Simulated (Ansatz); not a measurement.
Runs of Ansatz 0.2.0 on Si. It takes space group I4_1/amd (No. 141, tetragonal). The conventional cell has a = 4.743 Å, b = 4.743 Å, c = 2.659 Å, α = 90.00°, β = 90.00°, γ = 90.00°. Si (site symmetry -4m2) is surrounded by 6 Si at 2.46 to 2.66 Å. This isn't the form of Si at room conditions, which is diamond.

```tsv
task	level	points for each segment of the path	gap on the mesh (eV)	pressure (GPa)	V0 of scaled cells (Å³/atom)	B0 (GPa)
equation of state	HSE06	-	-	-	(b)	(a)
single point	PBE0	-	none	1.0	-	-
band structure	HSE06	4	none	1.5	-	-
equation of state	PBE0	-	-	-	15.06	125
```

Alike in all rows: potentials or basis Ansatz PAW; no spin polarisation; cell as given; k mesh 8 × 8 × 8; cutoff (eV) 420; smearing fermi-dirac 0.05 eV.

Task: Fill in the values left out.

Result: (a) 120; (b) 15.14.

Caveats: the cell was scaled at fixed shape and fractional positions, which overstates the stiffness of a crystal with free parameters, most of all of layers and chains (some runs); the PAW data sets were made with another functional, which shifts forces and pressure a little (some runs); the PAW data sets come from PBE, with cores solved anew for the run's functional, which leaves a small shift of forces and pressure (some runs); the thresholds are loose for stress (some runs).

A gap of «none» marks a metal or a gap under the smearing width.
